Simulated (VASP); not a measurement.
# Si (Fd-3m) in VASP: a series of runs

The runs below take Si through single point, with LDA, PBE, revPBE+D3(BJ).

Program: VASP 6.6.1. These are calculated values, not measurements. Logs are shortened: lines on timing, memory, paths and dates and some standing lists are left out, and cuts for length are marked.

**1. Starting point**

The structure is cubic, space group Fd-3m (No. 227). Conventional cell: a = 5.444 Å, b = 5.444 Å, c = 5.444 Å, α = 90.00°, β = 90.00°, γ = 90.00°. Around Si (site symmetry -43m) lie 4 Si at 2.36 Å.

**2. Single point, LDA (cell strained at random at fixed volume)**

Contents of INCAR:

```
SYSTEM = Si
ALGO     = Fast           ! electronic algorithm
EDIFF    = 1E-6           ! SCF threshold, eV
ENCUT    = 520            ! plane-wave cutoff, eV
GGA      = CA             ! functional
ISIF     = 2              ! what is computed and relaxed
ISMEAR   = -1             ! smearing method
LASPH    = .TRUE.         ! aspherical terms in the spheres
LCHARG   = .FALSE.        ! write CHGCAR
LREAL    = .FALSE.        ! projectors in reciprocal space
LWAVE    = .FALSE.        ! write WAVECAR
NBANDS   = 11             ! bands
NELM     = 100            ! most SCF steps
PREC     = Accurate       ! precision mode
SIGMA    = 0.05           ! smearing width, eV
```

Contents of KPOINTS:

```
k-points
0
G
  8 8 8
  0 0 0
```

Contents of POSCAR:

```
Si
1.0
   -0.0573530000      2.7249620000      2.6643970000
    2.6852670000     -0.0761020000      2.6831470000
    2.6646140000      2.7230590000     -0.0554490000
Si
2
Direct
    0.5000000000      0.5000000000      0.5000000000
    0.7500000000      0.7500000000      0.7500000000
```

Potentials or basis: VASP PAW LDA potentials, release 64 (Si).

Command:

```console
> cat potpaw_LDA.64/Si/POTCAR > POTCAR
> mpirun -np 1 vasp_std > vasp.out
```

OUTCAR:

```text
SYSTEM = Si
   EDIFF = 1E-6
   ENCUT = 520
   GGA = CA
   ISIF = 2
   ISMEAR = -1
   LASPH = .TRUE.
   LREAL = .FALSE.
   NELM = 100
   PREC = Accurate

 ion  position               nearest neighbor table
   1  0.500  0.500  0.500-   2 2.30   2 2.37   2 2.37   2 2.39
   2  0.750  0.750  0.750-   1 2.30   1 2.37   1 2.37   1 2.39

  LATTYP: Found a triclinic cell.
 ALAT       =     6.6424549064
 B/A-ratio  =     0.5792954098
 C/A-ratio  =     1.3869485384
 COS(alpha) =     0.0000615057
 COS(beta)  =     0.4647312419
 COS(gamma) =     0.8687587242

  Lattice vectors:

 A1 = (  -5.3865810000,  -2.7211560000,   2.7752950000)
 A2 = (  -2.7219670000,   0.0019030000,   2.7198460000)
 A3 = (  -5.2925280000,  -5.3719190000,  -5.2920950000)

Analysis of symmetry for initial positions (statically):
=====================================================================
 Subroutine PRICEL returns:
 Original cell was already a primitive cell.

 Routine SETGRP: Setting up the symmetry group for a
 triclinic supercell.

 Subroutine GETGRP returns: Found  2 space group operations
 (whereof  1 operations were pure point group operations)
 out of a pool of  2 trial point group operations.

The static configuration has the point symmetry C_1 .
 The point group associated with its full space group is S_2 .

Analysis of symmetry for dynamics (positions and initial velocities):
=====================================================================
 Subroutine PRICEL returns:
 Original cell was already a primitive cell.

 Routine SETGRP: Setting up the symmetry group for a
 triclinic supercell.

 Subroutine GETGRP returns: Found  2 space group operations
 (whereof  1 operations were pure point group operations)
 out of a pool of  2 trial point group operations.

The dynamic configuration has the point symmetry C_1 .
 The point group associated with its full space group is S_2 .

 Subroutine INISYM returns: Found  2 space group operations
 (whereof  1 operations are pure point group operations),
 and found     1 'primitive' translations

----------------------------------------------------------------------------------------

                                     Primitive cell

  volume of cell :      40.3295

  direct lattice vectors                    reciprocal lattice vectors
    -0.057353000  2.724962000  2.664397000    -0.181062072  0.180970294  0.186337987
     2.685267000 -0.076102000  2.683147000     0.183647246 -0.175960638  0.183913574
     2.664614000  2.723059000 -0.055449000     0.186321042  0.181219676 -0.181328330
[... 93 lines left out ...]
   TEBEG  =    0.0;   TEEND  =   0.0 temperature during run
   PSTRESS=    0.0 pullay stress
   NELECT =       8.0000    total number of electrons
   NUPDOWN=      -1.0000    fix difference up-down
   EMIN   =  10.00;   EMAX   =-10.00  energy-range for DOS
   EFERMI =   0.00;   METHOD = LEGACY
   ISMEAR =    -1;   SIGMA  =   0.05  broadening in eV -4-tet -1-fermi 0-gaus
   EFERMI_NEDOS =   21; number of points for ismear=-14 and -15
   IALGO  =     68    algorithm
   IMIX   =      4    mixing-type and parameters
     AMIX     =   0.40;   BMIX     =  1.00
     AMIX_MAG =   1.60;   BMIX_MAG =  1.00
  volume/ion in A,a.u.               =      20.16       136.08
  Fermi-wavevector in a.u.,A,eV,Ry     =   0.954766  1.804247 12.402783  0.911579
  Thomas-Fermi vector in A             =   2.083543
   LORBIT       =      0    0 simple, 1 ext, 2 COOP (PROOUT), +10 PAW based schemes
   GGA     = CA    functional components
   LHFCALC =     F    Hartree Fock is set to
   AEXX    =    0.0000 exact exchange contribution
   IVDW    =     0    specifies the selected vdW correction
   LEPSILON=     F    determine dielectric tensor
   LRPA    =     F    only Hartree local field effects (RPA)
 non-spin polarized calculation
 RMM-DIIS sequential band-by-band and
  energy-cutoff  :      520.00
  volume of cell :       40.33
 maximum number of plane-waves:      1102
   NGX = 15   NGY = 15   NGZ = 15

 number of electron       8.0000000 magnetization

 Free energy of the ion-electron system (eV)
  ---------------------------------------------------
  ext. energy  EPLUGINS =         0.00000000
  ---------------------------------------------------
  free energy    TOTEN  =       -11.88357290 eV

  energy without entropy =      -11.88341506  energy(sigma->0) =      -11.88349398

 E-fermi :   5.9124     XC(G=0):  -9.5784

 val. band max:        5.7639723771   @ k =   0.0000   0.0000   0.0000
 cond. band min:       6.0986169221   @ k =   0.5000   0.5000  -0.0000
 fundamental gap:      0.3346445450
 Fermi energy:         5.9124307961

 k-point     1 :       0.0000    0.0000    0.0000
  band No.  band energies     occupation
      1      -6.2139      2.00000
      2       5.5933      1.99662
      3       5.7372      1.94165
      4       5.7640      1.90232
      5       7.9487      0.00000
      6       8.0864      0.00000
      7       8.3373      0.00000
      8       9.1248      0.00000
      9      13.2348      0.00000
     10      13.3683      0.00000
     11      13.6294      0.00000
[... 309 lines left out ...]
 k-point    24 :       0.2500    0.3750   -0.0000
  band No.  band energies     occupation
      1      -4.4340      2.00000
      2       0.7601      2.00000
      3       2.9731      2.00000
      4       3.5991      2.00000
      5       6.9608      0.00000
      6       8.3935      0.00000
      7      11.6496      0.00000
      8      11.9431      0.00000
      9      15.2699      0.00000
     10      16.0407      0.00000
     11      17.1586      0.00000

 [... further k-points ...]

------------------------ aborting loop because EDIFF is reached ----------------------------------------

  FORCE on cell =-STRESS in cart. coord.  units (eV):
  Direction    XX          YY          ZZ          XY          YZ          ZX
  --------------------------------------------------------------------------------------
  -------------------------------------------------------------------------------------
  Total       -0.3151175     -0.8443681     -0.2985895      0.7277463      0.6948638      0.3824815
  in kB      -12.5187227    -33.5443413    -11.8621104     28.9112887     27.6049597     15.1949015
  external PRESSURE =     -19.3083915 kB  Pullay stress =       0.0000000 kB

 VOLUME and BASIS-vectors are now :
 -----------------------------------------------------------------------------
  energy-cutoff  :      520.00
  volume of cell :       40.33
      direct lattice vectors                 reciprocal lattice vectors
    -0.057353000  2.724962000  2.664397000    -0.181062072  0.180970294  0.186337987
     2.685267000 -0.076102000  2.683147000     0.183647246 -0.175960638  0.183913574
     2.664614000  2.723059000 -0.055449000     0.186321042  0.181219676 -0.181328330

 POSITION                                       TOTAL-FORCE (eV/Angst)
 -----------------------------------------------------------------------------------
      2.64626      2.68596      2.64605        -0.264720     -0.159615     -0.276491
      3.96940      4.02894      3.96907         0.264720      0.159615      0.276491
 -----------------------------------------------------------------------------------
    total drift:                               -0.000000      0.000000     -0.000000

  FREE ENERGIE OF THE ION-ELECTRON SYSTEM (eV)
  ---------------------------------------------------
  free  energy   TOTEN  =       -11.8835729036 eV

  energy  without entropy=      -11.8834150570  energy(sigma->0) =      -11.88349398
```

Run time: 62 s. Hardware: 1 thread of Intel Xeon Platinum 8559C (Emerald Rapids), shared host; peak memory 0.2 GiB.

Results:

| Quantity | Value |
| --- | --- |
| Free energy | -11.8836 eV |
| Pressure | -1.9 GPa |
| Largest force | 0.415 eV/Å |
| Band gap on the k mesh | 0.33 eV, indirect (least direct gap 2.18 eV) |

Forces on the atoms (eV/Å):
```
Si  -0.265 -0.160 -0.276
Si   0.265  0.160  0.276
```

Levels at points of the mesh, in eV from the valence-band top:
| k point | band 2 | band 3 | band 4 | band 5 | band 6 | band 7 |
| --- | --- | --- | --- | --- | --- | --- |
| (0.00, 0.00, 0.00) | -0.17 | -0.03 | 0.00 | 2.18 | 2.32 | 2.57 |
| (0.50, 0.00, 0.00) | -7.01 | -1.32 | -1.11 | 1.37 | 3.02 | 3.54 |
| (0.00, 0.50, 0.00) | -6.99 | -1.26 | -1.04 | 1.54 | 3.19 | 3.40 |
| (0.50, 0.50, 0.00) | -7.69 | -3.10 | -2.80 | 0.33 | 0.66 | 9.63 |
| (0.00, 0.00, 0.50) | -7.01 | -1.32 | -1.12 | 1.36 | 3.01 | 3.55 |
| (0.50, 0.00, 0.50) | -7.88 | -2.87 | -2.70 | 0.58 | 0.75 | 9.71 |
| (0.00, 0.50, 0.50) | -7.70 | -3.09 | -2.80 | 0.35 | 0.66 | 9.63 |
| (0.50, 0.50, 0.50) | -7.08 | -1.52 | -1.32 | 0.99 | 3.00 | 3.26 |

**3. Single point, LDA (cell strained at random at fixed volume)**

Contents of INCAR:

```
SYSTEM = Si
PREC = Accurate
ENCUT = 520
EDIFF = 1E-6
ISMEAR = 0
SIGMA = 0.01
LREAL = .False.
LASPH = .True.
NELM = 100
ALGO = Normal
ISIF = 2
LWAVE = .False.
LCHARG = .False.
NBANDS = 11
```

Contents of KPOINTS:

```
Automatic mesh
0
Gamma
  8 8 8
  0 0 0
```

POSCAR is that of step 2.

Potentials or basis: VASP PAW LDA potentials, release 64 (Si).

Command:

```console
> cat potpaw_LDA.64/Si/POTCAR > POTCAR
> mpirun -np 1 vasp_std > vasp.out
```

OUTCAR:

```text
SYSTEM = Si
   PREC = Accurate
   ENCUT = 520
   EDIFF = 1E-6
   ISMEAR = 0
   LREAL = .False.
   LASPH = .True.
   NELM = 100
   ISIF = 2

 ion  position               nearest neighbor table
   1  0.500  0.500  0.500-   2 2.30   2 2.37   2 2.37   2 2.39
   2  0.750  0.750  0.750-   1 2.30   1 2.37   1 2.37   1 2.39

  LATTYP: Found a triclinic cell.
 ALAT       =     6.6424549064
 B/A-ratio  =     0.5792954098
 C/A-ratio  =     1.3869485384
 COS(alpha) =     0.0000615057
 COS(beta)  =     0.4647312419
 COS(gamma) =     0.8687587242

  Lattice vectors:

 A1 = (  -5.3865810000,  -2.7211560000,   2.7752950000)
 A2 = (  -2.7219670000,   0.0019030000,   2.7198460000)
 A3 = (  -5.2925280000,  -5.3719190000,  -5.2920950000)

Analysis of symmetry for initial positions (statically):
=====================================================================
 Subroutine PRICEL returns:
 Original cell was already a primitive cell.

 Routine SETGRP: Setting up the symmetry group for a
 triclinic supercell.

 Subroutine GETGRP returns: Found  2 space group operations
 (whereof  1 operations were pure point group operations)
 out of a pool of  2 trial point group operations.

[... 176 lines left out ...]
      3       5.7371      2.00000
      4       5.7639      2.00000
      5       7.9486      0.00000
      6       8.0863      0.00000
      7       8.3373      0.00000
      8       9.1247      0.00000
      9      13.2348      0.00000
     10      13.3683      0.00000
     11      13.6293      0.00000
[... 309 lines left out ...]
 k-point    24 :       0.2500    0.3750   -0.0000
  band No.  band energies     occupation
      1      -4.4341      2.00000
      2       0.7600      2.00000
      3       2.9730      2.00000
      4       3.5990      2.00000
      5       6.9608      0.00000
      6       8.3935      0.00000
      7      11.6495      0.00000
      8      11.9431      0.00000
      9      15.2699      0.00000
     10      16.0406      0.00000
     11      17.1586      0.00000

 [... further k-points ...]

------------------------ aborting loop because EDIFF is reached ----------------------------------------

  FORCE on cell =-STRESS in cart. coord.  units (eV):
  Direction    XX          YY          ZZ          XY          YZ          ZX
  --------------------------------------------------------------------------------------
  -------------------------------------------------------------------------------------
  Total       -0.3123134     -0.8437385     -0.2954404      0.7280214      0.6950365      0.3824575
  in kB      -12.4073235    -33.5193291    -11.7370042     28.9222184     27.6118211     15.1939471
  external PRESSURE =     -19.2212189 kB  Pullay stress =       0.0000000 kB

 VOLUME and BASIS-vectors are now :
 -----------------------------------------------------------------------------
  energy-cutoff  :      520.00
  volume of cell :       40.33
      direct lattice vectors                 reciprocal lattice vectors
    -0.057353000  2.724962000  2.664397000    -0.181062072  0.180970294  0.186337987
     2.685267000 -0.076102000  2.683147000     0.183647246 -0.175960638  0.183913574
     2.664614000  2.723059000 -0.055449000     0.186321042  0.181219676 -0.181328330

 POSITION                                       TOTAL-FORCE (eV/Angst)
 -----------------------------------------------------------------------------------
      2.64626      2.68596      2.64605        -0.264293     -0.159255     -0.276003
      3.96940      4.02894      3.96907         0.264293      0.159255      0.276003
 -----------------------------------------------------------------------------------
    total drift:                               -0.000000      0.000000     -0.000000

  FREE ENERGIE OF THE ION-ELECTRON SYSTEM (eV)
  ---------------------------------------------------
  free  energy   TOTEN  =       -11.8835403775 eV

  energy  without entropy=      -11.8835403775  energy(sigma->0) =      -11.88354038
```

OSZICAR:

```text
N       E                     dE             d eps       ncg     rms          rms(c)
DAV:   1     0.748686088559E+01    0.74869E+01   -0.33264E+03  5720   0.592E+02
DAV:   2    -0.115490754803E+02   -0.19036E+02   -0.18265E+02  7575   0.863E+01
DAV:   3    -0.121406909265E+02   -0.59162E+00   -0.58978E+00  7240   0.137E+01
DAV:   4    -0.121456234118E+02   -0.49325E-02   -0.49319E-02  6951   0.157E+00
DAV:   5    -0.121456751633E+02   -0.51752E-04   -0.51751E-04  7255   0.148E-01    0.497E+00
DAV:   6    -0.119652126072E+02    0.18046E+00   -0.10426E-01  6542   0.130E+00    0.297E+00
DAV:   7    -0.118833733797E+02    0.81839E-01   -0.18605E-01  6626   0.179E+00    0.230E-01
DAV:   8    -0.118835592517E+02   -0.18587E-03   -0.89334E-03  6614   0.534E-01    0.108E-01
DAV:   9    -0.118835355243E+02    0.23727E-04   -0.30003E-04  7113   0.953E-02    0.653E-02
DAV:  10    -0.118835405529E+02   -0.50286E-05   -0.25652E-05  6687   0.281E-02    0.758E-03
DAV:  11    -0.118835403775E+02    0.17533E-06   -0.20179E-06  6700   0.732E-03
   1 F= -.11883540E+02 E0= -.11883540E+02  d E =-.239959E-12
```

It took 51 s on 1 thread of Intel Xeon Platinum 8559C (Emerald Rapids), shared host; peak memory 0.19 GiB.

What came out:

* Free energy: -11.8835 eV
* Pressure: -1.9 GPa
* Largest force: 0.414 eV/Å
* Band gap on the k mesh: 0.33 eV, indirect (least direct gap 2.18 eV)

Forces on the atoms (eV/Å):
```
Si  -0.264 -0.159 -0.276
Si   0.264  0.159  0.276
```

Levels at points of the mesh, in eV from the valence-band top:
```
           k point  band 2  band 3  band 4  band 5  band 6  band 7
(0.00, 0.00, 0.00)   -0.17   -0.03    0.00    2.18    2.32    2.57
(0.50, 0.00, 0.00)   -7.01   -1.32   -1.11    1.37    3.02    3.54
(0.00, 0.50, 0.00)   -6.99   -1.26   -1.04    1.54    3.20    3.40
(0.50, 0.50, 0.00)   -7.69   -3.10   -2.80    0.33    0.66    9.63
(0.00, 0.00, 0.50)   -7.01   -1.32   -1.12    1.36    3.01    3.55
(0.50, 0.00, 0.50)   -7.88   -2.87   -2.70    0.58    0.75    9.71
(0.00, 0.50, 0.50)   -7.70   -3.09   -2.80    0.35    0.66    9.63
(0.50, 0.50, 0.50)   -7.08   -1.52   -1.32    0.99    3.00    3.26
```

A k mesh can miss the band edges.

(Continued in part 2 of 3.)
